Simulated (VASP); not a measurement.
# BeTe (F-43m) in VASP: a series of runs

Aim: see how the results for BeTe move with the level of theory and the settings. Levels: PBE, vdW-DF, BEEF-vdW. Tasks: single point, relaxation of cell and atoms.

All numbers are computed with VASP 6.6.1; they aren't measurements. Logs are shortened: lines on timing, memory, paths and dates and some standing lists are left out, and cuts for length are marked.

### 1 Starting point

It takes space group F-43m (No. 216, cubic). The conventional cell has a = 5.540 Å, b = 5.540 Å, c = 5.540 Å, α = 90.00°, β = 90.00°, γ = 90.00°. Te (site symmetry -43m) has 4 Be at 2.40 Å as nearest neighbours. Around Be (site symmetry -43m) lie 4 Te at 2.40 Å.

### 2 Single point, PBE

Input file INCAR:

```
SYSTEM = BeTe
PREC = Accurate ; ENCUT = 520
EDIFF = 1E-6 ; ISMEAR = 0
SIGMA = 0.013000000000000001 ; LREAL = .FALSE.
LASPH = .TRUE. ; NELM = 60
ALGO = Fast ; ISIF = 2
LWAVE = .FALSE. ; LCHARG = .FALSE.
GGA = PE ; NBANDS = 11
```

Input file KPOINTS:

```
regular mesh
0
G
  8 8 8
  0 0 0
```

Input file POSCAR:

```
BeTe
1.0
    0.0000000000      2.7700000000      2.7700000000
    2.7700000000      0.0000000000      2.7700000000
    2.7700000000      2.7700000000      0.0000000000
Te Be
1 1
Direct
    0.7500000000      0.7500000000      0.7500000000
    0.0000000000      0.0000000000      0.0000000000
```

Potentials or basis: VASP PAW PBE potentials, release 64 (Te, Be).

On the command line:

```bash
$ cat potpaw_PBE.64/Te/POTCAR potpaw_PBE.64/Be/POTCAR > POTCAR
$ mpirun -np 1 vasp_std > vasp.out
```

OUTCAR:

```text
SYSTEM = BeTe
   PREC = Accurate
   ENCUT = 520
   EDIFF = 1E-6
   ISMEAR = 0
   LREAL = .FALSE.
   LASPH = .TRUE.
   NELM = 60
   ISIF = 2
   GGA = PE

 ion  position               nearest neighbor table
   1  0.750  0.750  0.750-   2 2.40   2 2.40   2 2.40   2 2.40
   2  0.000  0.000  0.000-   1 2.40   1 2.40   1 2.40   1 2.40

  LATTYP: Found a face centered cubic cell.
 ALAT       =     5.5400000000

  Lattice vectors:

 A1 = (   0.0000000000,   2.7700000000,   2.7700000000)
 A2 = (   2.7700000000,   0.0000000000,   2.7700000000)
 A3 = (   2.7700000000,   2.7700000000,   0.0000000000)

Analysis of symmetry for initial positions (statically):
=====================================================================
 Subroutine PRICEL returns:
 Original cell was already a primitive cell.

 Routine SETGRP: Setting up the symmetry group for a
 face centered cubic supercell.

 Subroutine GETGRP returns: Found 24 space group operations
 (whereof 24 operations were pure point group operations)
 out of a pool of 48 trial point group operations.

The static configuration has the point symmetry T_d .

Analysis of symmetry for dynamics (positions and initial velocities):
=====================================================================
 Subroutine PRICEL returns:
 Original cell was already a primitive cell.

 Routine SETGRP: Setting up the symmetry group for a
 face centered cubic supercell.

 Subroutine GETGRP returns: Found 24 space group operations
 (whereof 24 operations were pure point group operations)
 out of a pool of 48 trial point group operations.

The dynamic configuration has the point symmetry T_d .

 Subroutine INISYM returns: Found 24 space group operations
 (whereof 24 operations are pure point group operations),
 and found     1 'primitive' translations

----------------------------------------------------------------------------------------

                                     Primitive cell

  volume of cell :      42.5079

  direct lattice vectors                    reciprocal lattice vectors
     0.000000000  2.770000000  2.770000000    -0.180505415  0.180505415  0.180505415
     2.770000000  0.000000000  2.770000000     0.180505415 -0.180505415  0.180505415
     2.770000000  2.770000000  0.000000000     0.180505415  0.180505415 -0.180505415

  length of vectors
     3.917371568  3.917371568  3.917371568     0.312644550  0.312644550  0.312644550

  position of ions in fractional coordinates (direct lattice)
     0.750000000  0.750000000  0.750000000
     0.000000000  0.000000000  0.000000000

  ion indices of the primitive-cell ions
   primitive index   ion index
                 1           1
                 2           2

----------------------------------------------------------------------------------------

 KPOINTS: regular mesh

Automatic generation of k-mesh.
 Grid dimensions read from file:
 generate k-points for:    8    8    8

 Generating k-lattice:

  Cartesian coordinates                     Fractional coordinates (reciprocal lattice)
    -0.022563177  0.022563177  0.022563177     0.125000000  0.000000000  0.000000000
     0.022563177 -0.022563177  0.022563177     0.000000000  0.125000000  0.000000000
     0.022563177  0.022563177 -0.022563177     0.000000000  0.000000000  0.125000000

  Length of vectors
     0.039080569  0.039080569  0.039080569

  Shift w.r.t. Gamma in fractional coordinates (k-lattice)
     0.000000000  0.000000000  0.000000000

 Subroutine IBZKPT returns following result:
 ===========================================

 Found     29 irreducible k-points:

 Following reciprocal coordinates:
            Coordinates               Weight
  0.000000  0.000000  0.000000      1.000000
  0.125000  0.000000  0.000000      8.000000
  0.250000  0.000000  0.000000      8.000000
  0.375000  0.000000  0.000000      8.000000
  0.500000  0.000000  0.000000      4.000000
  0.125000  0.125000  0.000000      6.000000
[... 16 lines left out ...]
  0.500000  0.250000  0.125000     48.000000
 -0.375000  0.250000  0.125000     24.000000
 [... further k-points ...]
   k-points           NKPTS =     29   k-points in BZ     NKDIM =     29   number of bands    NBANDS=     11
   number of dos      NEDOS =    301   number of ions     NIONS =      2
   total plane-waves  NPLWV =  27000
   dimension x,y,z NGX =    30 NGY =   30 NGZ =   30
   dimension x,y,z NGXF=    60 NGYF=   60 NGZF=   60
   ions per type =               1   1
   NGX,Y,Z   is equivalent  to a cutoff of  12.73, 12.73, 12.73 a.u.
   NGXF,Y,Z  is equivalent  to a cutoff of  25.46, 25.46, 25.46 a.u.
 SYSTEM =  BeTe
   PREC   = accura    normal or accurate (medium, high low for compatibility)
   ISTART =      0    job   : 0-new  1-cont  2-samecut
   ICHARG =      2    charge: 1-file 2-atom 10-const
   ISPIN  =      1    spin polarized calculation?
   LNONCOLLINEAR =      F non collinear calculations
   LSORBIT =      F    spin-orbit coupling
   LASPH  =      T    aspherical Exc in radial PAW
   ENCUT  =  520.0 eV  38.22 Ry    6.18 a.u.   7.28  7.28  7.28*2*pi/ulx,y,z
   NELM   =     60;   NELMIN=  2; NELMDL= -5     # of ELM steps
   EDIFF  = 0.1E-05   stopping-criterion for ELM
   LREAL  =      F    real-space projection
   EDIFFG = 0.1E-04   stopping-criterion for IOM
   NSW    =      0    number of steps for IOM
   IBRION =     -1    ionic relax: 0-MD 1-quasi-New 2-CG
   NFREE  =      0    steps in history (QN), initial steepest desc. (CG)
   ISIF   =      2    stress and relaxation
   ISYM   =      2    0-nonsym 1-usesym 2-fastsym
   POTIM  = 0.5000    time-step for ionic-motion
   TEBEG  =    0.0;   TEEND  =   0.0 temperature during run
   PSTRESS=    0.0 pullay stress
   NELECT =       8.0000    total number of electrons
   NUPDOWN=      -1.0000    fix difference up-down
   EMIN   =  10.00;   EMAX   =-10.00  energy-range for DOS
   EFERMI =   0.00;   METHOD = LEGACY
   ISMEAR =     0;   SIGMA  =   0.01  broadening in eV -4-tet -1-fermi 0-gaus
   EFERMI_NEDOS =   21; number of points for ismear=-14 and -15
   IALGO  =     68    algorithm
   IMIX   =      4    mixing-type and parameters
     AMIX     =   0.40;   BMIX     =  1.00
     AMIX_MAG =   1.60;   BMIX_MAG =  1.00
  volume/ion in A,a.u.               =      21.25       143.43
  Fermi-wavevector in a.u.,A,eV,Ry     =   0.938170  1.772885 11.975354  0.880164
  Thomas-Fermi vector in A             =   2.065355
   LORBIT       =      0    0 simple, 1 ext, 2 COOP (PROOUT), +10 PAW based schemes
   GGA     = PE    functional components
   LHFCALC =     F    Hartree Fock is set to
   AEXX    =    0.0000 exact exchange contribution
   IVDW    =     0    specifies the selected vdW correction
   LEPSILON=     F    determine dielectric tensor
   LRPA    =     F    only Hartree local field effects (RPA)
 non-spin polarized calculation
 RMM-DIIS sequential band-by-band and
 Gauss-broadening in eV      SIGMA  =   0.01
  energy-cutoff  :      520.00
  volume of cell :       42.51
 maximum number of plane-waves:      1162
 NGX is ok and might be reduce to    30
   NGX = 15   NGY = 15   NGZ = 15

 number of electron       8.0000000 magnetization

 Free energy of the ion-electron system (eV)
  ---------------------------------------------------
  ext. energy  EPLUGINS =         0.00000000
  ---------------------------------------------------
  free energy    TOTEN  =        -7.58477408 eV

  energy without entropy =       -7.58477408  energy(sigma->0) =       -7.58477408

 E-fermi :   5.7654     XC(G=0):  -9.2569

 val. band max:        5.6645099871   @ k =   0.0000   0.0000   0.0000
 cond. band min:       7.5117509471   @ k =   0.5000   0.5000   0.0000
 fundamental gap:      1.8472409599
 Fermi energy:         5.7654062064

 k-point     1 :       0.0000    0.0000    0.0000
  band No.  band energies     occupation
      1      -6.9704      2.00000
      2       5.6645      2.00000
      3       5.6645      2.00000
      4       5.6645      2.00000
      5       9.2287      0.00000
      6       9.2287      0.00000
      7       9.2287      0.00000
      8       9.8555      0.00000
      9      14.0509      0.00000
     10      16.0119      0.00000
     11      16.0119      0.00000

 k-point     2 :       0.1250    0.0000    0.0000
  band No.  band energies     occupation
      1      -6.8118      2.00000
      2       4.2841      2.00000
      3       5.4064      2.00000
      4       5.4064      2.00000
      5       9.2789      0.00000
      6       9.5980      0.00000
      7       9.5980      0.00000
      8      11.0756      0.00000
      9      14.4722      0.00000
     10      15.0172      0.00000
     11      15.0172      0.00000

 k-point     3 :       0.2500    0.0000    0.0000
  band No.  band energies     occupation
      1      -6.3714      2.00000
      2       2.1709      2.00000
      3       4.9334      2.00000
      4       4.9334      2.00000
      5       9.0906      0.00000
      6      10.1513      0.00000
      7      10.1513      0.00000
      8      12.9492      0.00000
      9      14.7394      0.00000
     10      14.7394      0.00000
     11      14.8076      0.00000
[... 267 lines left out ...]
 k-point    23 :       0.5000    0.2500    0.1250
  band No.  band energies     occupation
      1      -5.4953      2.00000
      2       0.7894      2.00000
      3       2.6930      2.00000
      4       3.8511      2.00000
      5       9.6986      0.00000
      6      10.4067      0.00000
      7      11.6702      0.00000
      8      12.7178      0.00000
      9      15.6530      0.00000
     10      16.2182      0.00000
     11      18.1238      0.00000

 k-point    24 :      -0.3750    0.2500    0.1250
  band No.  band energies     occupation
      1      -5.2331      2.00000
      2       0.2476      2.00000
      3       2.5866      2.00000
      4       3.6101      2.00000
      5       9.8499      0.00000
      6      10.1084      0.00000
      7      12.4872      0.00000
      8      13.5784      0.00000
      9      14.2612      0.00000
     10      17.3732      0.00000
     11      17.7610      0.00000

 [... further k-points ...]

------------------------ aborting loop because EDIFF is reached ----------------------------------------

  FORCE on cell =-STRESS in cart. coord.  units (eV):
  Direction    XX          YY          ZZ          XY          YZ          ZX
  --------------------------------------------------------------------------------------
  -------------------------------------------------------------------------------------
  Total        1.1825040      1.1825040      1.1825040      0.0000000      0.0000000     -0.0000000
  in kB       44.5701291     44.5701291     44.5701291      0.0000000      0.0000000     -0.0000000
  external PRESSURE =      44.5701291 kB  Pullay stress =       0.0000000 kB

 VOLUME and BASIS-vectors are now :
 -----------------------------------------------------------------------------
  energy-cutoff  :      520.00
  volume of cell :       42.51
      direct lattice vectors                 reciprocal lattice vectors
     0.000000000  2.770000000  2.770000000    -0.180505415  0.180505415  0.180505415
     2.770000000  0.000000000  2.770000000     0.180505415 -0.180505415  0.180505415
     2.770000000  2.770000000  0.000000000     0.180505415  0.180505415 -0.180505415

 POSITION                                       TOTAL-FORCE (eV/Angst)
 -----------------------------------------------------------------------------------
      4.15500      4.15500      4.15500         0.000000      0.000000      0.000000
      0.00000      0.00000      0.00000        -0.000000     -0.000000     -0.000000
 -----------------------------------------------------------------------------------
    total drift:                               -0.000000     -0.000000     -0.000000

  FREE ENERGIE OF THE ION-ELECTRON SYSTEM (eV)
  ---------------------------------------------------
  free  energy   TOTEN  =        -7.5847740797 eV

  energy  without entropy=       -7.5847740797  energy(sigma->0) =       -7.58477408
```

Wall time 19 s (1 thread of Intel Xeon Platinum 8488C (Sapphire Rapids), shared host); peak memory 0.16 GiB.

Results:

```yaml
Free_energy: -7.5848 eV
Pressure: 4.5 GPa
Band_gap_on_the_k_mesh: 1.85 eV, indirect (least direct gap 3.56 eV)
```

Caveat: spin-orbit coupling is left out, which moves the levels of the heavy elements. As with any semilocal functional, this PBE gap is likely too small.

(Part 1 of 2 ends here.)
